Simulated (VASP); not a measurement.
# Fe (I4/mmm) in VASP: further runs

One crystal, Fe, is run at these levels: r2SCAN; tasks: single point.

Program: VASP 6.6.1. These are calculated values, not measurements. Logs are shortened: lines on timing, memory, paths and dates and some standing lists are left out, and cuts for length are marked.

**1. Starting point**

The structure is tetragonal, space group I4/mmm (No. 139). The conventional cell has a = 2.522 Å, b = 2.522 Å, c = 3.838 Å, α = 90.00°, β = 90.00°, γ = 90.00°. Around Fe (site symmetry 4/mmm) lie 12 Fe at 2.52 to 2.62 Å.

The cell was built by a generator and needn't be a form met in nature.

**2. Single point, r2SCAN, collinear spin, typed start**

POSCAR reads:

```
Fe
1.0
   -1.2612468647      1.2612468647      1.9188031123
    1.2612468647     -1.2612468647      1.9188031123
    1.2612468647      1.2612468647     -1.9188031123
Fe
1
Direct
    0.0000000000      0.0000000000      0.0000000000
```

INCAR.step1 reads:

```
SYSTEM = Fe
ALGO = Normal
EDIFF = 1E-4
ENCUT = 520
GGA = PE
ISMEAR = 0
ISPIN = 2
LASPH = .TRUE.
LCHARG = .FALSE.
LMAXMIX = 4
LREAL = .FALSE.
LWAVE = .TRUE.
MAGMOM = 4
NBANDS = 14
NELM = 150
PREC = Accurate
SIGMA = 0.1
```

INCAR.step2 reads:

```
SYSTEM = Fe
ALGO = Normal
EDIFF = 1E-6
ENCUT = 520
ISIF = 2
ISMEAR = 0
ISPIN = 2
ISTART = 1
LASPH = .TRUE.
LCHARG = .TRUE.
LELF = .TRUE.
LMAXMIX = 4
LMIXTAU = .TRUE.
LORBIT = 11
LREAL = .FALSE.
LVHAR = .TRUE.
LWAVE = .FALSE.
MAGMOM = 4
METAGGA = R2SCAN
NBANDS = 14
NELM = 150
PREC = Accurate
SIGMA = 0.1
```

KPOINTS reads:

```
k-points
0
G
  10 10 10
  0 0 0
```

Potentials or basis: VASP PAW PBE potentials, release 64 (Fe).

Started as:

```sh
> cat potpaw_PBE.64/Fe/POTCAR > POTCAR
> cp INCAR.step1 INCAR
> mpirun -np 1 vasp_std > vasp.out
> cp INCAR.step2 INCAR
> mpirun -np 1 vasp_std > vasp.out
```

OUTCAR:

```text
SYSTEM = Fe
   EDIFF = 1E-6
   ENCUT = 520
   ISIF = 2
   ISMEAR = 0
   ISPIN = 2
   ISTART = 1
   LASPH = .TRUE.
   LORBIT = 11
   LREAL = .FALSE.
   METAGGA = R2SCAN
   NELM = 150
   PREC = Accurate

 ion  position               nearest neighbor table
   1  0.000  0.000  0.000-

  LATTYP: Found a body centered tetragonal cell.
 ALAT       =     2.5224937294
 C/A-ratio  =     1.5213541187

  Lattice vectors:

 A1 = (  -1.2612468647,   1.2612468647,   1.9188031123)
 A2 = (   1.2612468647,  -1.2612468647,   1.9188031123)
 A3 = (   1.2612468647,   1.2612468647,  -1.9188031123)

Analysis of symmetry for initial positions (statically):
=====================================================================
 Subroutine PRICEL returns:
 Original cell was already a primitive cell.

 Routine SETGRP: Setting up the symmetry group for a
 body centered tetragonal supercell.

 Subroutine GETGRP returns: Found 16 space group operations
 (whereof 16 operations were pure point group operations)
 out of a pool of 16 trial point group operations.

The static configuration has the point symmetry D_4h.

Analysis of symmetry for dynamics (positions and initial velocities):
=====================================================================
 Subroutine PRICEL returns:
 Original cell was already a primitive cell.

 Routine SETGRP: Setting up the symmetry group for a
 body centered tetragonal supercell.

 Subroutine GETGRP returns: Found 16 space group operations
 (whereof 16 operations were pure point group operations)
 out of a pool of 16 trial point group operations.

The dynamic configuration has the point symmetry D_4h.

Analysis of structural, dynamic, and magnetic symmetry:
=====================================================================
 Subroutine PRICEL returns:
 Original cell was already a primitive cell.

 Routine SETGRP: Setting up the symmetry group for a
 body centered tetragonal supercell.

 Subroutine GETGRP returns: Found 16 space group operations
 (whereof 16 operations were pure point group operations)
 out of a pool of 16 trial point group operations.

The overall configuration has the point symmetry D_4h.

 Subroutine INISYM returns: Found 16 space group operations
 (whereof 16 operations are pure point group operations),
 and found     1 'primitive' translations

----------------------------------------------------------------------------------------

[... 119 lines left out ...]
   LEPSILON=     F    determine dielectric tensor
   LRPA    =     F    only Hartree local field effects (RPA)
 spin polarized calculation
 Gauss-broadening in eV      SIGMA  =   0.10
  energy-cutoff  :      520.00
  volume of cell :       12.21
 maximum number of plane-waves:       344
   NGX =  9   NGY =  9   NGZ =  9

 number of electron       8.0000005 magnetization       2.7421926

 Free energy of the ion-electron system (eV)
  ---------------------------------------------------
  ext. energy  EPLUGINS =         0.00000000
  ---------------------------------------------------
  free energy    TOTEN  =       -14.27384605 eV

  energy without entropy =      -14.27007035  energy(sigma->0) =      -14.27195820

 E-fermi :   5.5467     XC(G=0): -13.7834

 val. band max:        5.5446512469   @ k =  -0.1000   0.2000   0.1000
 cond. band min:       5.5883900080   @ k =  -0.3000  -0.3000   0.3000
 fundamental gap:      0.0437387611
 Fermi energy:         5.5467015634

 spin component 1

 k-point     1 :       0.0000    0.0000    0.0000
  band No.  band energies     occupation
      1      -3.2171      1.00000
      2       2.0110      1.00000
      3       2.3316      1.00000
      4       2.3317      1.00000
      5       2.8818      1.00000
      6       3.2680      1.00000
      7      28.0236      0.00000
      8      31.2400      0.00000
      9      32.1782      0.00000
     10      32.1782      0.00000
     11      34.1347      0.00000
     12      34.1348      0.00000
     13      34.6166      0.00000
     14      37.2474      0.00000
[... 379 lines left out ...]
      3       2.4966      1.00000
      4       3.0458      1.00000
      5       3.9982      1.00000
      6      10.3794      0.00000
      7      11.9019      0.00000
      8      17.2266      0.00000
      9      22.2411      0.00000
     10      26.1760      0.00000
     11      37.7624      0.00000
     12      38.8802      0.00000
     13      42.6362      0.00000
     14      45.6130      0.00000

 [... further k-points ...]

 spin component 2

 k-point     1 :       0.0000    0.0000    0.0000
  band No.  band energies     occupation
      1      -3.7143      1.00000
      2       5.0947      1.00000
      3       6.0046      0.00000
      4       6.0046      0.00000
      5       7.1120      0.00000
      6       8.1120      0.00000
      7      27.2861      0.00000
      8      31.5719      0.00000
      9      33.5457      0.00000
     10      33.5458      0.00000
     11      35.5826      0.00000
     12      35.5828      0.00000
     13      36.0596      0.00000
     14      37.0151      0.00000
[... 379 lines left out ...]
      3       5.1216      1.00000
      4       7.1369      0.00000
      5       7.9404      0.00000
      6      11.9935      0.00000
      7      13.5109      0.00000
      8      18.6975      0.00000
      9      23.3809      0.00000
     10      27.0271      0.00000
     11      39.1677      0.00000
     12      40.1318      0.00000
     13      43.7627      0.00000
     14      47.7940      0.00000

 [... further k-points ...]
[... 5 lines left out ...]
  --------------------------------------------------------------------------------------
  -------------------------------------------------------------------------------------
  Total       -0.3869231     -0.3869231      0.0298205      0.0000000     -0.0000000      0.0000000
  in kB      -50.7743782    -50.7743782      3.9132237      0.0000000     -0.0000000      0.0000000
  external PRESSURE =     -32.5451776 kB  Pullay stress =       0.0000000 kB

 VOLUME and BASIS-vectors are now :
 -----------------------------------------------------------------------------
  energy-cutoff  :      520.00
  volume of cell :       12.21
      direct lattice vectors                 reciprocal lattice vectors
    -1.261246865  1.261246865  1.918803112     0.000000000  0.396433096  0.260579106
     1.261246865 -1.261246865  1.918803112     0.396433096  0.000000000  0.260579106
     1.261246865  1.261246865 -1.918803112     0.396433096  0.396433096  0.000000000

 POSITION                                       TOTAL-FORCE (eV/Angst)
 -----------------------------------------------------------------------------------
      0.00000      0.00000      0.00000        -0.000000     -0.000000      0.000000
 -----------------------------------------------------------------------------------
    total drift:                                0.000000     -0.000000     -0.000000

  FREE ENERGIE OF THE ION-ELECTRON SYSTEM (eV)
  ---------------------------------------------------
  free  energy   TOTEN  =       -14.2738460538 eV

  energy  without entropy=      -14.2700703457  energy(sigma->0) =      -14.27195820

 total charge

# of ion       s       p       d       tot
------------------------------------------
    1        0.474   0.523   6.137   7.133

 magnetization (x)

# of ion       s       p       d       tot
------------------------------------------
    1       -0.011  -0.094   2.907   2.802
```

OSZICAR.step1:

```text
N       E                     dE             d eps       ncg     rms          rms(c)
DAV:   1     0.222733727525E+02    0.22273E+02   -0.40131E+03  6236   0.748E+02
DAV:   2    -0.773904441573E+01   -0.30012E+02   -0.27435E+02  6258   0.127E+02
DAV:   3    -0.864101828662E+01   -0.90197E+00   -0.89686E+00  6936   0.230E+01
DAV:   4    -0.864406337316E+01   -0.30451E-02   -0.30446E-02  6780   0.120E+00
DAV:   5    -0.864407955920E+01   -0.16186E-04   -0.16186E-04  6854   0.888E-02    0.112E+01
DAV:   6    -0.818033078607E+01    0.46375E+00   -0.96398E+00  7206   0.346E+01    0.574E+00
DAV:   7    -0.811278226462E+01    0.67549E-01   -0.62006E-01  6906   0.838E+00    0.341E+00
DAV:   8    -0.810738963453E+01    0.53926E-02   -0.61806E-03  6906   0.494E-01    0.153E+00
DAV:   9    -0.810082930094E+01    0.65603E-02   -0.91585E-03  7250   0.554E-01    0.310E-01
DAV:  10    -0.810094018201E+01   -0.11088E-03   -0.38893E-04  6794   0.214E-01    0.806E-02
DAV:  11    -0.810100087176E+01   -0.60690E-04   -0.15175E-04  3390   0.107E-01
   1 F= -.81010009E+01 E0= -.80980041E+01  d E =-.599358E-02  mag=     2.6043
```

Run time: 74 s. Hardware: 1 thread of Intel Xeon 6975P-C (Granite Rapids), shared host; peak memory 0.15 GiB.

Results:

- Free energy: -14.2738 eV
- Pressure: -3.3 GPa
- Band gap on the k mesh: none (metal or under the smearing width)
- Net moment: 2.74 μB per cell
- Site moments: Fe +2.80 μB
- Valence electrons inside the program's atomic spheres: Fe 7.13

Stress tensor (GPa, compression positive):
```
-5.08  0.00  0.00
 0.00 -5.08  0.00
 0.00  0.00  0.39
```

Levels at points of the mesh, in eV from the Fermi level:
Spin up:
```tsv
k point	band 3	band 4	band 5	band 6	band 7	band 8
(0.00, 0.00, 0.00)	-3.22	-3.22	-2.66	-2.28	22.48	25.69
(0.50, 0.00, 0.00)	-3.35	-1.66	-1.39	-0.32	5.54	20.20
(0.50, 0.50, 0.00)	-1.70	-1.46	-0.91	2.88	9.47	13.58
(0.50, 0.50, 0.50)	-1.73	-1.32	-1.32	1.28	7.66	15.30
```
Spin down:
```tsv
k point	band 1	band 2	band 3	band 4	band 5	band 6	band 7	band 8
(0.00, 0.00, 0.00)	-9.26	-0.45	0.46	0.46	1.57	2.57	21.74	26.03
(0.50, 0.00, 0.00)	-3.79	-0.83	-0.17	0.75	2.73	2.78	7.92	19.95
(0.50, 0.50, 0.00)	-3.18	-2.45	2.67	2.72	2.75	2.88	11.61	14.16
(0.50, 0.50, 0.50)	-3.49	-2.60	0.94	2.85	2.85	3.24	9.92	16.24
```

Caveat: the PAW data sets were made with another functional, which shifts forces and pressure a little.

**3. Single point, r2SCAN, collinear spin, typed start**

This run uses another cell than the first one, of 11.44 Å³/atom, 0.937 times its volume.

POSCAR reads:

```
Fe
1.0
    0.0000000000      1.9417396906      1.9651051623
    1.4984397099      0.0000000000      1.9651051623
    1.4984397099      1.9417396906      0.0000000000
Fe
1
Direct
    0.0000000000      0.0000000000      0.0000000000
```

INCAR.step1 reads:

```
  PREC = Accurate
  ENCUT = 520
  ISMEAR = 0
  SIGMA = 0.1
  LREAL = F
  LASPH = T
  NELM = 150
  ISPIN = 2
  MAGMOM = 4
  LMAXMIX = 4
  NBANDS = 14
  GGA = PE
  ALGO = Normal
  EDIFF = 1E-4
  LWAVE = T
  LCHARG = F
```

INCAR.step2 reads:

```
  PREC = Accurate
  ENCUT = 520
  EDIFF = 1E-6
  ISMEAR = 0
  SIGMA = 0.1
  LREAL = F
  LASPH = T
  NELM = 150
  ALGO = Normal
  ISIF = 2
  LWAVE = F
  LCHARG = F
  ISPIN = 2
  MAGMOM = 4
  LORBIT = 11
  LMAXMIX = 4
  METAGGA = R2SCAN
  LMIXTAU = T
  NBANDS = 14
  ISTART = 1
```

KPOINTS reads:

```
Automatic mesh
0
Gamma
  8 8 8
```

Potentials or basis: VASP PAW PBE potentials, release 64 (Fe).

Started as:

```sh
> cat potpaw_PBE.64/Fe/POTCAR > POTCAR
> cp INCAR.step1 INCAR
> mpirun -np 1 vasp_std > vasp.out
> cp INCAR.step2 INCAR
> mpirun -np 1 vasp_std > vasp.out
```

It took 40 s on 1 thread of Intel Xeon 6975P-C (Granite Rapids), shared host; peak memory 0.15 GiB.

It converged, with:

| Property | Result |
| --- | --- |
| Free energy | -14.3504 eV |
| Pressure | 6.5 GPa |
| Band gap on the k mesh | none (metal or under the smearing width) |
| Net moment | 2.65 μB per cell |
| Site moments | Fe +2.71 μB |
| Valence electrons inside the program's atomic spheres | Fe 7.26 |

Stress tensor (GPa, compression positive):
```
3.26 0.00 0.00
0.00 9.22 0.00
0.00 0.00 6.89
```

Levels at points of the mesh, in eV from the Fermi level:
Spin up:
```
           k point  band 1  band 2  band 3  band 4  band 5  band 6  band 7  band 8  band 9  band 10
(0.00, 0.00, 0.00)   -8.68   -3.23   -3.16   -2.87   -2.05   -1.68   24.84   26.32   26.58    30.39
(0.50, 0.00, 0.00)   -5.47   -3.97   -2.13   -1.54   -0.54    0.34    6.89   19.69   21.66    24.49
(0.50, 0.50, 0.00)   -5.56   -4.47   -1.52   -1.43   -0.44    0.91    7.62   18.00   19.14    22.82
(0.50, 0.00, 0.50)   -5.56   -4.46   -1.56   -1.48   -0.34    1.15    7.90   17.76   18.90    22.58
(0.00, 0.50, 0.50)   -5.53   -5.34   -0.89   -0.72   -0.59    8.11   11.25   11.26   14.66    16.73
```
Spin down:
```csv
k point,band 1,band 2,band 3,band 4,band 5,band 6,band 7,band 8
"(0.00, 0.00, 0.00)",-9.27,0.04,0.21,0.83,2.11,2.91,24.32,26.10
"(0.50, 0.00, 0.00)",-3.69,-0.84,-0.21,2.05,2.91,3.46,9.20,19.56
"(0.50, 0.50, 0.00)",-3.59,-1.71,0.41,2.94,2.98,3.48,9.93,18.15
"(0.50, 0.00, 0.50)",-3.54,-1.64,0.67,2.85,2.91,3.49,10.19,17.86
"(0.00, 0.50, 0.50)",-2.93,-2.78,3.14,3.19,3.21,8.34,11.71,11.74
```

Caveat: the k mesh is coarse (spacing up to 0.39 Å⁻¹), so the values aren't converged; the PAW data sets were made with another functional, which shifts forces and pressure a little.

(Part 1 of 2 ends here.)
